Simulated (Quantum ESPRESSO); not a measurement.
WC (Qusongite):

```
CELL_PARAMETERS angstrom
2.90650 0.00000 0.00000
-1.45325 2.51710 0.00000
0.00000 0.00000 2.83660
ATOMIC_POSITIONS crystal
W 0.00000 0.00000 0.00000
C 0.66667 0.33333 0.50000
```

Base run:

```yaml
Program: Quantum ESPRESSO 7.5
Functional: PBEsol
Potentials_or_basis: GBRV 1.5 PBEsol
Cutoff: 762 eV
Density_cutoff: 6095 eV
k_mesh: 10 × 10 × 9
Occupations: fermi-dirac, width 0.05 eV
Spin: no spin polarisation
Hubbard_terms: W d U = 4 eV
```

Its results: band gap on the k mesh none (metal or under the smearing width); pressure -1.8 GPa.

Task: The run is repeated on the same cell with these changes: hubbard terms from W d U = 4 eV to W d U = 8 eV. What comes out?

Result: Band gap on the k mesh none (metal or under the smearing width); pressure -0.6 GPa.

Caveats: U without spin polarisation on a metal has little footing; the U is typed as a test and isn't derived for this compound.

Not every run made on this cell is shown here.
